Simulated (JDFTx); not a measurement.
# SnO (P4/nmm) in JDFTx: convergence with energy threshold

Aim: find how far energy threshold must go before the results for SnO settle, at PBE. This setting moves, with any that are tied to it; all else stays.

Everything below comes from runs of JDFTx 1.7.0 (patched build). Logs are shortened: lines on timing, memory, paths and dates and some standing lists are left out, and cuts for length are marked. The log counts tension as positive stress, the text compression.

### Step 1. The structure

The structure is tetragonal, space group P4/nmm (No. 129). The conventional cell has a = 3.814 Å, b = 3.814 Å, c = 4.887 Å, α = 90.00°, β = 90.00°, γ = 90.00°. Around Sn (site symmetry 4mm) lie 4 O at 2.23 Å. O (site symmetry -4m2) has 4 Sn at 2.23 Å as nearest neighbours.

The cell is a database's computed one.

### Step 2. With energy threshold 0.001 Ha

SnO.in

```
lattice \
    7.2068394886     0.0000000000     0.0000000000 \
    0.0000000000     7.2068394886     0.0000000000 \
    0.0000000000     0.0000000000     9.2349277318
coords-type Cartesian
ion Sn     3.6034197443     0.0000000000     7.0612671447 1
ion Sn     0.0000000000     3.6034197443     2.1736605871 1
ion O      0.0000000000     0.0000000000     0.0000000000 1
ion O      3.6034197443     3.6034197443     0.0000000000 1

ion-species pseudo/Sn.upf
ion-species pseudo/O.upf
elec-cutoff 46 368
elec-ex-corr gga-PBE
kpoint-folding 5 5 4
elec-smearing Fermi 0.0018374661
elec-n-bands 27
electronic-SCF nIterations 100 energyDiffThreshold 0.001
electronic-minimize nIterations 30 energyDiffThreshold 1e-7
forces-output-coords Cartesian

dump-name run.$VAR
dump End Ecomponents EigStats BandEigs Kpoints Forces Stress
```

Potentials or basis: Ansatz-NC-SR-PBE with smoothed tails.

Launch:

```sh
jdftx -c 1 -i SnO.in -o SnO.out
```

Wall time 1.9 min (1 thread of Arm Neoverse V1, shared host); peak memory 0.32 GiB.

Results:

| Property | Result |
| --- | --- |
| Free energy | -4614.4633 eV |
| Pressure | 4.7 GPa |
| Largest force | 0.289 eV/Å |
| Band gap on the k mesh | 0.54 eV, indirect (least direct gap 2.06 eV) |
| Loewdin charges | Sn +0.78; O -0.70 e |

### Step 3. With energy threshold 0.0001 Ha

Changes to SnO.in since step 2:

```diff
@@ -17,3 +17,3 @@
 elec-n-bands 27
-electronic-SCF nIterations 100 energyDiffThreshold 0.001
+electronic-SCF nIterations 100 energyDiffThreshold 0.0001
 electronic-minimize nIterations 30 energyDiffThreshold 1e-7
```

Potentials or basis: Ansatz-NC-SR-PBE with smoothed tails.

Launch:

```sh
jdftx -c 1 -i SnO.in -o SnO.out
```

It took 2.2 min on 1 thread of Arm Neoverse V1, shared host; peak memory 0.32 GiB.

What came out:

- Free energy: -4614.4663 eV
- Pressure: 3.8 GPa
- Largest force: 0.130 eV/Å
- Band gap on the k mesh: 0.55 eV, indirect (least direct gap 2.08 eV)
- Loewdin charges: Sn +0.79; O -0.71 e

### Step 4. With energy threshold 1e-05 Ha

Changes to SnO.in since step 3:

```diff
@@ -17,3 +17,3 @@
 elec-n-bands 27
-electronic-SCF nIterations 100 energyDiffThreshold 0.0001
+electronic-SCF nIterations 100 energyDiffThreshold 1e-05
 electronic-minimize nIterations 30 energyDiffThreshold 1e-7
```

Launch:

```sh
jdftx -c 1 -i SnO.in -o SnO.out
```

It took 3 min on 1 thread of Arm Neoverse V1, shared host; peak memory 0.32 GiB.

Results:

```
Free energy            : -4614.4677 eV
Pressure               : 3.6 GPa
Largest force          : 0.392 eV/Å
Band gap on the k mesh : 0.56 eV, indirect (least direct gap 2.09 eV)
Loewdin charges        : Sn +0.79; O -0.71 e
```

### Step 5. With energy threshold 1e-06 Ha

Changes to SnO.in since step 4:

```diff
@@ -17,3 +17,3 @@
 elec-n-bands 27
-electronic-SCF nIterations 100 energyDiffThreshold 1e-05
+electronic-SCF nIterations 100 energyDiffThreshold 1e-06
 electronic-minimize nIterations 30 energyDiffThreshold 1e-7
```

Launch:

```sh
jdftx -c 1 -i SnO.in -o SnO.out
```

Wall time 3.8 min (1 thread of Arm Neoverse V1, shared host); peak memory 0.33 GiB.

Results:

```yaml
Free_energy: -4614.4678 eV
Pressure: 3.7 GPa
Largest_force: 0.370 eV/Å
Band_gap_on_the_k_mesh: 0.56 eV, indirect (least direct gap 2.09 eV)
Loewdin_charges: Sn +0.79; O -0.71 e
```

### Step 6. With energy threshold 1e-07 Ha

Changes to SnO.in since step 5:

```diff
@@ -17,3 +17,3 @@
 elec-n-bands 27
-electronic-SCF nIterations 100 energyDiffThreshold 1e-06
+electronic-SCF nIterations 100 energyDiffThreshold 1e-07
 electronic-minimize nIterations 30 energyDiffThreshold 1e-7
```

Potentials or basis: Ansatz-NC-SR-PBE with smoothed tails.

Launch:

```sh
jdftx -c 1 -i SnO.in -o SnO.out
```

It took 4.5 min on 1 thread of Arm Neoverse V1, shared host; peak memory 0.32 GiB.

Results (log left out):

```yaml
Free_energy: -4614.4679 eV
Pressure: 3.6 GPa
Largest_force: 0.365 eV/Å
Band_gap_on_the_k_mesh: 0.56 eV, indirect (least direct gap 2.09 eV)
Loewdin_charges: Sn +0.79; O -0.71 e
```

### Step 7. With energy threshold 1e-08 Ha

Changes to SnO.in since step 6:

```diff
@@ -17,3 +17,3 @@
 elec-n-bands 27
-electronic-SCF nIterations 100 energyDiffThreshold 1e-07
+electronic-SCF nIterations 100 energyDiffThreshold 1e-08
 electronic-minimize nIterations 30 energyDiffThreshold 1e-7
```

Launch:

```sh
jdftx -c 1 -i SnO.in -o SnO.out
```

Run time: 5.6 min. Hardware: 1 thread of Arm Neoverse V1, shared host; peak memory 0.32 GiB.

The run converged. Its results:

| Quantity | Value |
| --- | --- |
| Free energy | -4614.4679 eV |
| Pressure | 3.6 GPa |
| Largest force | 0.365 eV/Å |
| Band gap on the k mesh | 0.56 eV, indirect (least direct gap 2.09 eV) |
| Loewdin charges | Sn +0.79; O -0.71 e |

### Step 8. With energy threshold 1e-10 Ha

Changes to SnO.in since step 7:

```diff
@@ -17,3 +17,3 @@
 elec-n-bands 27
-electronic-SCF nIterations 100 energyDiffThreshold 1e-08
+electronic-SCF nIterations 100 energyDiffThreshold 1e-10
 electronic-minimize nIterations 30 energyDiffThreshold 1e-7
```

Potentials or basis: Ansatz-NC-SR-PBE with smoothed tails.

Launch:

```sh
jdftx -c 1 -i SnO.in -o SnO.out
```

The log of the run:

```text
[... set-up lines left out ...]
LCAOMinimize: Iter:   0  F: -168.6837338475413048  |grad|_K:  5.193e-03  alpha:  1.000e+00
	FillingsUpdate:  mu: +0.451104094  nElectrons: 40.000000
LCAOMinimize: Iter:   1  F: -168.7543974008640362  |grad|_K:  8.999e-04  alpha:  3.267e-01  linmin: -4.023e-01  cgtest:  8.535e-01
LCAOMinimize: Encountered beta<0, resetting CG.
[... 5 lines of inner loops ...]
LCAOMinimize: Iter:   4  F: -168.7570460505409642  |grad|_K:  6.652e-06  alpha:  8.595e-01  linmin:  4.966e-05  cgtest:  5.236e-01
	FillingsUpdate:  mu: +0.447727761  nElectrons: 40.000000
LCAOMinimize: Iter:   5  F: -168.7570462040854409  |grad|_K:  2.269e-06  alpha:  5.291e-01  linmin:  2.526e-05  cgtest: -3.020e-02
LCAOMinimize: Converged (|Delta F|<1.000000e-06 for 2 iters).

-------- Electronic minimization -----------
Will mix electronic density at each iteration.
	FillingsUpdate:  mu: +0.447727761  nElectrons: 40.000000
	FillingsUpdate:  mu: +0.376326687  nElectrons: 40.000000
SCF: Cycle:  0   F: -169.525722285063608   dF: -7.687e-01   |Residual|: 1.188e-01   |deigs|: 1.360e+00
	FillingsUpdate:  mu: +0.380916870  nElectrons: 40.000000
SCF: Cycle:  1   F: -169.572972748292329   dF: -4.725e-02   |Residual|: 1.046e-01   |deigs|: 1.904e-02
	FillingsUpdate:  mu: +0.376742555  nElectrons: 40.000000
SCF: Cycle:  2   F: -169.576409252571437   dF: -3.437e-03   |Residual|: 6.221e-02   |deigs|: 4.436e-03
	FillingsUpdate:  mu: +0.372575593  nElectrons: 40.000000
SCF: Cycle:  3   F: -169.577518663869370   dF: -1.109e-03   |Residual|: 2.510e-02   |deigs|: 3.356e-03
	FillingsUpdate:  mu: +0.373916451  nElectrons: 40.000000
SCF: Cycle:  4   F: -169.578275564699169   dF: -7.569e-04   |Residual|: 6.269e-03   |deigs|: 1.929e-03
	FillingsUpdate:  mu: +0.374013142  nElectrons: 40.000000
SCF: Cycle:  5   F: -169.578397353250011   dF: -1.218e-04   |Residual|: 5.787e-03   |deigs|: 4.862e-04
	FillingsUpdate:  mu: +0.373740975  nElectrons: 40.000000
SCF: Cycle:  6   F: -169.578471474939363   dF: -7.412e-05   |Residual|: 2.565e-03   |deigs|: 3.114e-04
	FillingsUpdate:  mu: +0.373639711  nElectrons: 40.000000
SCF: Cycle:  7   F: -169.578507387803683   dF: -3.591e-05   |Residual|: 1.138e-03   |deigs|: 1.981e-04
	FillingsUpdate:  mu: +0.373576341  nElectrons: 40.000000
SCF: Cycle:  8   F: -169.578528009722476   dF: -2.062e-05   |Residual|: 1.603e-04   |deigs|: 1.569e-04
	FillingsUpdate:  mu: +0.373543538  nElectrons: 40.000000
SCF: Cycle:  9   F: -169.578541112378531   dF: -1.310e-05   |Residual|: 1.261e-04   |deigs|: 1.345e-04
	FillingsUpdate:  mu: +0.373513907  nElectrons: 40.000000
SCF: Cycle: 10   F: -169.578551183261766   dF: -1.007e-05   |Residual|: 1.943e-04   |deigs|: 1.316e-04
	FillingsUpdate:  mu: +0.373495640  nElectrons: 40.000000
SCF: Cycle: 11   F: -169.578555299308590   dF: -4.116e-06   |Residual|: 1.814e-04   |deigs|: 7.588e-05
	FillingsUpdate:  mu: +0.373477984  nElectrons: 40.000000
SCF: Cycle: 12   F: -169.578558461682974   dF: -3.162e-06   |Residual|: 2.392e-04   |deigs|: 7.900e-05
	FillingsUpdate:  mu: +0.373468656  nElectrons: 40.000000
SCF: Cycle: 13   F: -169.578560290445267   dF: -1.829e-06   |Residual|: 2.203e-04   |deigs|: 4.752e-05
	FillingsUpdate:  mu: +0.373470293  nElectrons: 40.000000
SCF: Cycle: 14   F: -169.578561871246592   dF: -1.581e-06   |Residual|: 8.138e-05   |deigs|: 8.656e-05
	FillingsUpdate:  mu: +0.373469905  nElectrons: 40.000000
SCF: Cycle: 15   F: -169.578563199744877   dF: -1.328e-06   |Residual|: 8.251e-05   |deigs|: 6.850e-05
	FillingsUpdate:  mu: +0.373464981  nElectrons: 40.000000
SCF: Cycle: 16   F: -169.578563804149042   dF: -6.044e-07   |Residual|: 8.783e-05   |deigs|: 3.243e-05
	FillingsUpdate:  mu: +0.373460913  nElectrons: 40.000000
SCF: Cycle: 17   F: -169.578564336420584   dF: -5.323e-07   |Residual|: 1.095e-04   |deigs|: 3.514e-05
	FillingsUpdate:  mu: +0.373455595  nElectrons: 40.000000
SCF: Cycle: 18   F: -169.578564743600054   dF: -4.072e-07   |Residual|: 9.256e-05   |deigs|: 2.972e-05
	FillingsUpdate:  mu: +0.373446710  nElectrons: 40.000000
SCF: Cycle: 19   F: -169.578565177815960   dF: -4.342e-07   |Residual|: 1.277e-04   |deigs|: 5.032e-05
	FillingsUpdate:  mu: +0.373445644  nElectrons: 40.000000
SCF: Cycle: 20   F: -169.578565340953872   dF: -1.631e-07   |Residual|: 1.239e-04   |deigs|: 2.236e-05
	FillingsUpdate:  mu: +0.373449113  nElectrons: 40.000000
SCF: Cycle: 21   F: -169.578565542388702   dF: -2.014e-07   |Residual|: 6.590e-05   |deigs|: 3.952e-05
	FillingsUpdate:  mu: +0.373450670  nElectrons: 40.000000
SCF: Cycle: 22   F: -169.578565636497785   dF: -9.411e-08   |Residual|: 5.179e-05   |deigs|: 2.473e-05
	FillingsUpdate:  mu: +0.373450339  nElectrons: 40.000000
SCF: Cycle: 23   F: -169.578565725197308   dF: -8.870e-08   |Residual|: 6.716e-05   |deigs|: 4.587e-05
	FillingsUpdate:  mu: +0.373449123  nElectrons: 40.000000
SCF: Cycle: 24   F: -169.578565808379807   dF: -8.318e-08   |Residual|: 6.072e-05   |deigs|: 4.484e-05
	FillingsUpdate:  mu: +0.373448648  nElectrons: 40.000000
SCF: Cycle: 25   F: -169.578565839939500   dF: -3.156e-08   |Residual|: 5.886e-05   |deigs|: 2.262e-05
	FillingsUpdate:  mu: +0.373448797  nElectrons: 40.000000
SCF: Cycle: 26   F: -169.578565863519117   dF: -2.358e-08   |Residual|: 7.036e-05   |deigs|: 1.917e-05
	FillingsUpdate:  mu: +0.373445949  nElectrons: 40.000000
SCF: Cycle: 27   F: -169.578565898047373   dF: -3.453e-08   |Residual|: 1.474e-05   |deigs|: 2.983e-04
	FillingsUpdate:  mu: +0.373445229  nElectrons: 40.000000
SCF: Cycle: 28   F: -169.578565910136007   dF: -1.209e-08   |Residual|: 1.218e-05   |deigs|: 7.722e-05
	FillingsUpdate:  mu: +0.373445006  nElectrons: 40.000000
SCF: Cycle: 29   F: -169.578565920912297   dF: -1.078e-08   |Residual|: 3.906e-06   |deigs|: 2.445e-05
	FillingsUpdate:  mu: +0.373444811  nElectrons: 40.000000
SCF: Cycle: 30   F: -169.578565928206103   dF: -7.294e-09   |Residual|: 4.375e-06   |deigs|: 3.113e-05
	FillingsUpdate:  mu: +0.373445028  nElectrons: 40.000000
SCF: Cycle: 31   F: -169.578565932065601   dF: -3.859e-09   |Residual|: 1.671e-06   |deigs|: 1.963e-05
	FillingsUpdate:  mu: +0.373445025  nElectrons: 40.000000
SCF: Cycle: 32   F: -169.578565936439446   dF: -4.374e-09   |Residual|: 1.225e-06   |deigs|: 2.139e-05
	FillingsUpdate:  mu: +0.373445025  nElectrons: 40.000000
SCF: Cycle: 33   F: -169.578565938278501   dF: -1.839e-09   |Residual|: 1.004e-06   |deigs|: 7.288e-06
	FillingsUpdate:  mu: +0.373445014  nElectrons: 40.000000
SCF: Cycle: 34   F: -169.578565939966836   dF: -1.688e-09   |Residual|: 5.201e-07   |deigs|: 1.176e-05
	FillingsUpdate:  mu: +0.373445012  nElectrons: 40.000000
SCF: Cycle: 35   F: -169.578565941286030   dF: -1.319e-09   |Residual|: 4.168e-07   |deigs|: 1.711e-05
	FillingsUpdate:  mu: +0.373445025  nElectrons: 40.000000
SCF: Cycle: 36   F: -169.578565942484317   dF: -1.198e-09   |Residual|: 4.002e-07   |deigs|: 1.574e-05
	FillingsUpdate:  mu: +0.373445023  nElectrons: 40.000000
SCF: Cycle: 37   F: -169.578565942984767   dF: -5.004e-10   |Residual|: 3.989e-07   |deigs|: 6.605e-06
	FillingsUpdate:  mu: +0.373445022  nElectrons: 40.000000
SCF: Cycle: 38   F: -169.578565943649778   dF: -6.650e-10   |Residual|: 8.777e-07   |deigs|: 1.059e-05
	FillingsUpdate:  mu: +0.373445022  nElectrons: 40.000000
SCF: Cycle: 39   F: -169.578565943984671   dF: -3.349e-10   |Residual|: 6.949e-07   |deigs|: 5.749e-06
	FillingsUpdate:  mu: +0.373445023  nElectrons: 40.000000
SCF: Cycle: 40   F: -169.578565944284236   dF: -2.996e-10   |Residual|: 6.301e-07   |deigs|: 7.598e-06
	FillingsUpdate:  mu: +0.373445020  nElectrons: 40.000000
SCF: Cycle: 41   F: -169.578565944482136   dF: -1.979e-10   |Residual|: 5.084e-07   |deigs|: 4.833e-06
	FillingsUpdate:  mu: +0.373445019  nElectrons: 40.000000
SCF: Cycle: 42   F: -169.578565944657186   dF: -1.750e-10   |Residual|: 4.860e-07   |deigs|: 4.616e-06
	FillingsUpdate:  mu: +0.373445019  nElectrons: 40.000000
SCF: Cycle: 43   F: -169.578565944785083   dF: -1.279e-10   |Residual|: 5.968e-07   |deigs|: 4.269e-06
	FillingsUpdate:  mu: +0.373445019  nElectrons: 40.000000
SCF: Cycle: 44   F: -169.578565944895104   dF: -1.100e-10   |Residual|: 6.775e-07   |deigs|: 5.204e-06
	FillingsUpdate:  mu: +0.373445018  nElectrons: 40.000000
SCF: Cycle: 45   F: -169.578565944990601   dF: -9.550e-11   |Residual|: 8.129e-07   |deigs|: 4.570e-06
	FillingsUpdate:  mu: +0.373445024  nElectrons: 40.000000
SCF: Cycle: 46   F: -169.578565945048439   dF: -5.784e-11   |Residual|: 8.063e-07   |deigs|: 3.966e-06
SCF: Converged (|Delta E|<1.000000e-10 for 2 iters).

Setting wave functions to eigenvectors of Hamiltonian

# Stress tensor in Cartesian coordinates [Eh/a0^3]:
[ -0.000133801            0            0  ]
[            0 -0.000133801            0  ]
[            0            0 -0.000102413  ]

# Ionic positions in cartesian coordinates:
ion Sn   3.603419744300000   0.000000000000000   7.061267144699999 1
ion Sn   0.000000000000000   3.603419744300000   2.173660587100000 1
ion O   0.000000000000000   0.000000000000000   0.000000000000000 1
ion O   3.603419744300000   3.603419744300000   0.000000000000000 1

# Forces in Cartesian coordinates:
force Sn   0.000000000000000   0.000000000000000  -0.007107637511813 1
force Sn   0.000000000000000   0.000000000000000   0.007107637511809 1
force O   0.000000000000000  -0.000000000000000   0.000000000000000 1
force O   0.000000000000000  -0.000000000000000   0.000000000000000 1

# Energy components:
   Eewald =     -117.0597651982561018
       EH =       50.5483255243305933
     Eloc =     -105.4811087632084394
      Enl =      -89.6938580311827280
      Exc =      -57.7748173823716229
 Exc_core =       26.8276366572155531
       KE =      123.0550249118893760
-------------------------------------
     Etot =     -169.5785622815833733
       TS =        0.0000036634650736
-------------------------------------
        F =     -169.5785659450484388

IonicMinimize: Iter:   0  F: -169.578565945048439  |grad|_K:  2.902e-03
IonicMinimize: None of the convergence criteria satisfied after 0 iterations.

#--- Lowdin population analysis ---
# oxidation-state Sn +0.786 +0.786
# oxidation-state O -0.706 -0.706

Dumping 'run.eigStats' ...
	eMin: -0.444642 at state 0 ( [ +0.000000 +0.000000 +0.000000 ] spin 0 )
	HOMO: +0.364326 at state 0 ( [ +0.000000 +0.000000 +0.000000 ] spin 0 )
	mu  : +0.373445
	LUMO: +0.385010 at state 15 ( [ +0.400000 +0.400000 +0.000000 ] spin 0 )
	eMax: +0.730574 at state 17 ( [ +0.400000 +0.400000 +0.500000 ] spin 0 )
	HOMO-LUMO gap: +0.020684
	Optical gap  : +0.076878 at state 0 ( [ +0.000000 +0.000000 +0.000000 ] spin 0 )
Done!
```

It took 7.6 min on 1 thread of Arm Neoverse V1, shared host; peak memory 0.33 GiB.

Results:

```yaml
Free_energy: -4614.4679 eV
Pressure: 3.6 GPa
Largest_force: 0.365 eV/Å
Band_gap_on_the_k_mesh: 0.56 eV, indirect (least direct gap 2.09 eV)
Loewdin_charges: Sn +0.79; O -0.71 e
```

### Step 9. Summary

```
energy threshold  energy less the tightest run, at zero smearing (meV/atom)  pressure (GPa)  largest force (eV/Å)  gap on the mesh (eV)  SCF cycles  CPU time (s)  peak memory (GiB)
        0.001 Ha                                                       1.15            4.71                 0.289                 0.541           6           110               0.32
       0.0001 Ha                                                       0.40            3.78                 0.130                 0.551           8           130               0.32
        1e-05 Ha                                                       0.05            3.64                 0.392                 0.559          13           180               0.32
        1e-06 Ha                                                       0.01            3.67                 0.370                 0.562          18           230               0.33
        1e-07 Ha                                                       0.00            3.64                 0.365                 0.563          24           270               0.32
        1e-08 Ha                                                       0.00            3.63                 0.365                 0.563          32           340               0.32
        1e-10 Ha                                                       0.00            3.63                 0.365                 0.563          47           450               0.33
```

Against the tightest run, the energy stays within 1 meV/atom from 0.0001 Ha on; the pressure stays within 0.1 GPa from 1e-05 Ha on; the largest force stays within 0.005 eV/Å from 1e-06 Ha on; the gap on the mesh stays within 0.01 eV from 1e-05 Ha on. The tightest run that finished is the yardstick and may itself not be fully converged.

Caveats: spin-orbit coupling is left out, which moves the levels of the heavy elements; an odd mesh through Γ misses points on the zone boundary, where band edges often lie.
